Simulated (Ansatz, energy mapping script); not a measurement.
# MnHO2 monolayer: exchange couplings worked by hand

A handful of total energies of MnHO2 monolayer fix a spin model. One order is withheld as a test.

Calculated with Ansatz 0.2.0; PBE with U = 2.8 eV on Mn d, ortho-atomic projectors, strain in the plane to area × 0.97; plane waves, U on orthogonalised atomic orbitals unless named otherwise, collinear spin, no spin–orbit coupling.

## (1) The structure

The cell holds 4 atoms: 1 Mn, 2 O and 1 H. Cell: a = 3.129 Å, b = 2.844 Å, c = 18.055 Å, α = 90.0°, β = 90.0°, γ = 117.0°. It derives from MnHO2. one layer cut from the bulk crystal, unrelaxed, 15 A of vacuum. Vacuum lies along c.

The cell comes from a database of computed structures, and need not be the one that the compound takes in experiment.

## (2) Two of the runs

The parallel order and one order with opposed moments, in one cell and on one mesh:

Input file input.yaml:

```yaml
crystal:
  lattice:
    - [3.128834312, 5.71e-08, 0.0]
    - [-2.5859632214, 5.0672472686, 0.0]
    - [0.0, 0.0, 18.054585]
  atoms:
    - { symbol: Mn, position: [0.053683, 0.0134205, 0.531876], spin: 4.5 }
    - { symbol: Mn, position: [0.053683, 0.5134205, 0.531876], spin: 4.5 }
    - { symbol: O, position: [0.779624, 0.19490575, 0.472568] }
    - { symbol: O, position: [0.779624, 0.69490575, 0.472568] }
    - { symbol: O, position: [0.336483, 0.3341205, 0.584593] }
    - { symbol: O, position: [0.336483, 0.8341205, 0.584593] }
    - { symbol: H, position: [0.806098, 0.20152425, 0.415407] }
    - { symbol: H, position: [0.806098, 0.70152425, 0.415407] }
magnetization:
  spin_polarized: true
kpoints:
  mp_grid: { grid: [9, 5, 1] }
hamiltonian:
  xc: pbe
  hubbard:
    sites:
      - { species: Mn, l: d, u_eff: 2.8 }
      - { site: 0, l: d, u_eff: 2.8, starting_ns: [{ spin: up, occupation_matrix: mn1_major }, { spin: down, occupation_matrix: mn1_minor }] }
      - { site: 1, l: d, u_eff: 2.8, starting_ns: [{ spin: up, occupation_matrix: mn1_major }, { spin: down, occupation_matrix: mn1_minor }] }
    projectors: ortho-atomic
    occupation_matrices:
      mn1_major:
        matrix:
          - [0.994, -0.001, 0.0, -0.002, -0.002]
          - [-0.001, 0.923, 0.117, 0.077, -0.066]
          - [0.0, 0.117, 0.753, -0.163, 0.113]
          - [-0.002, 0.077, -0.163, 0.884, 0.072]
          - [-0.002, -0.066, 0.113, 0.072, 0.931]
      mn1_minor:
        matrix:
          - [0.086, -0.012, -0.006, 0.006, 0.009]
          - [-0.012, 0.137, -0.04, -0.019, 0.052]
          - [-0.006, -0.04, 0.195, 0.083, -0.041]
          - [0.006, -0.019, 0.083, 0.155, -0.014]
          - [0.009, 0.052, -0.041, -0.014, 0.146]
scf:
  occupations: { method: fermi_dirac, width: 0.04 }
output:
  eigenvalues: true
```

Started as:

```
$ ansatz run input.yaml --threads 4 --pin off --max-ram 8192MiB --backend cpu --events-out ev --progress --plain --runs-dir out
```

Numbers of over 12 decimals in the logs are rounded to 6 here.

Log:

```text
Engine: ansatz 0.2.0, aarch64-unknown-linux-gnu
Pseudopotentials: kind: paw
Pseudopotential: Mn, paw, valence charge 15, recommended cutoff 420 eV (normal), Mn.paw.azcp
Pseudopotential: O, paw, valence charge 6, recommended cutoff 420 eV (normal), O.paw.azcp
Pseudopotential: H, paw, valence charge 1, recommended cutoff 420 eV (normal), H.paw.azcp
Functional definition: PBE
  parameter kappa = 0.804
[...]
k-point 1 ↑: bands = [... 24 lower, -4.2238, -4.0104, -3.9007, -3.6534, -3.0108, -2.3517, -1.3080, -0.7968, ... 9 higher]
  k-point 2 ↑: bands = [... 24 lower, -4.0130, -3.9351, -3.5301, -3.4669, -2.6964, -2.3250, -1.3035, -1.1158, ... 9 higher]
  k-point 22 ↓: bands = [... 24 lower, 1.1004, 1.2953, 1.6442, 1.7294, 2.0320, 2.0343, 2.1518, 2.4477, ... 9 higher]
Occupation matrices written to <dir>
[key lines of the parts left out:]
SCF converged after 15 iterations
Magnetization: 7.9894 μB (31.9947 up, 24.0053 down)
Free energy (F): -10095.892391 eV
Fermi energy:    -0.696712 eV
```

Elapsed: 19 s, on 4 threads of Arm Neoverse V1, shared host; peak memory 0.86 GiB; 73 s of CPU time.

Edit input.yaml of step 2 so:

```diff
@@ -7,3 +7,3 @@
     - { symbol: Mn, position: [0.053683, 0.0134205, 0.531876], spin: 4.5 }
-    - { symbol: Mn, position: [0.053683, 0.5134205, 0.531876], spin: 4.5 }
+    - { symbol: Mn, position: [0.053683, 0.5134205, 0.531876], spin: -4.5 }
     - { symbol: O, position: [0.779624, 0.19490575, 0.472568] }
@@ -24,3 +24,3 @@
       - { site: 0, l: d, u_eff: 2.8, starting_ns: [{ spin: up, occupation_matrix: mn1_major }, { spin: down, occupation_matrix: mn1_minor }] }
-      - { site: 1, l: d, u_eff: 2.8, starting_ns: [{ spin: up, occupation_matrix: mn1_major }, { spin: down, occupation_matrix: mn1_minor }] }
+      - { site: 1, l: d, u_eff: 2.8, starting_ns: [{ spin: up, occupation_matrix: mn1_minor }, { spin: down, occupation_matrix: mn1_major }] }
     projectors: ortho-atomic
```

Log:

```text
[...]
Crystal: 8 atoms, lattice volume = 286.248 Å³
Basis set: ecut = 420 eV, 5623 PW (Γ)
Bands: 41, of which v1, the nominal top of the filled ones, is band 28 counted from 1 (27 counted from 0)
Symmetry: 1 space group operations
[...]
k-points: 23 of 45 (time reversal used)
[...]
Starting moments: Σ|m| = 9 μB on 2 of 8 sites
[...]
k-point 1 ↑: bands = [... 24 lower, -3.2307, -2.7582, -2.5558, -1.1719, -0.5171, 0.5356, 1.5130, 1.8952, ... 9 higher]
  k-point 2 ↑: bands = [... 24 lower, -3.1753, -2.6307, -2.3128, -1.2337, -0.1182, 0.3403, 1.2118, 1.5176, ... 9 higher]
  k-point 22 ↓: bands = [... 24 lower, -3.7166, -2.8051, -2.4617, -1.7533, 0.5071, 1.5771, 1.8366, 1.9982, ... 9 higher]
Occupation matrices written to <dir>
[key lines of the parts left out:]
SCF converged after 15 iterations
Magnetization: 0.0000 μB (28.0000 up, 28.0000 down)
Free energy (F): -10095.947682 eV
Fermi energy:    -0.920538 eV
```

Elapsed: 11 s, on 4 threads; peak memory 0.83 GiB.

At zero occupation width the energies are -10095.89133 and -10095.94758 eV for 2 Mn atoms, so ΔE = 1000 × (-10095.94758 − (-10095.89133)) / 2 = -28.13 meV a magnetic atom.

## (3) The orders used, and who is opposed

Each order is measured in this way from the parallel run of its own cell. n counts, for a mean magnetic atom, the neighbours of each shell whose moment is opposed.

| order | ΔE (meV) | n at 2.84 Å (of 2) | n at 3.13 Å (of 4) | n at 5.10 Å (of 4) |
| --- | --- | --- | --- | --- |
| compensated +− in cell A | -28.13 | 2 | 2 | 2 |
| compensated +− in cell B | ? | 0 | 4 | 4 |
| uncompensated ++− in cell C | -17.70 | 1.33 | 1.33 | 2.67 |
| uncompensated ++− in cell D | -14.97 | 0 | 2.67 | 2.67 |

Wanted: the couplings, and ΔE of the order “compensated +− in cell B”.

## (4) The equations

With E = −Σ J e·e over ordered pairs of unit vectors, an atom's energy is −Σ J (z − 2n), since each opposed neighbour turns +1 into −1. Against the parallel order, ΔE = 2 Σ n J:

- 4 J₁ + 4 J₂ + 4 J₃ = -28.13
- 2.66 J₁ + 2.66 J₂ + 5.34 J₃ = -17.70
- 5.34 J₂ + 5.34 J₃ = -14.97

Cramer's rule: the determinant of the left side is D = -57.24; with the column of each J replaced by the energies it is D₁ = 242.1, D₂ = 182.0 and D₃ = -21.50. So J₁ = -4.23 meV, J₂ = -3.18 meV and J₃ = 0.376 meV.

## (5) The order left out

ΔE = 8 × (-3.18) + 8 × (0.376) = -22.43 meV.

## (6) Outcome

```json
{
 "J₁, Mn–Mn at 2.84 Å": "-4.23 meV",
 "J₂, Mn–Mn at 3.13 Å": "-3.18 meV",
 "J₃, Mn–Mn at 5.10 Å": "0.376 meV",
 "ΔE predicted for the withheld order": "-22.4 meV",
 "ΔE of the withheld run": "-24.7 meV"
}
```

The hand solution predicts -22.43 meV and the withheld run gave -24.72 meV, a miss of 2.29 meV on a scale of 28.1 meV. Farther shells, terms beyond the Heisenberg form or the mesh can cause that. A least-squares fit to all 4 orders gives -4.03, -3.40 and 0.392 meV. This set was picked because its moments stay put and its equations are well conditioned; many sets are less well behaved. Shells left out of the hand model add to these values wherever the orders used reverse them, so each J is partly a sum. The orders cannot split some shells at all: the value at 3.13 Å holds J(3.13) − J(5.69) + J(7.64) and the value at 5.10 Å holds J(5.10) + J(5.69). A fit with one more shell, at 5.57 Å, gives -4.5, -3.5, 0.39 and 0.57 meV and 110 K in mean field.

[Logs and program files are shortened in this print: banners, set-up blocks, solver, clock and traceback lines can be left out without a mark of their own.]

[Logs are printed without paths, hosts, clocks, repeated set-up lines and the standing remarks that a program may print on its own settings, such as how far it seeks lower states.]

[Hosts, paths, dates, database ids (printed as entryN), source tags and the programs' standing remarks are cut or masked in the printed files.]

[Where a cell is said to come from a database of computed structures, the database is the Materials Project.]
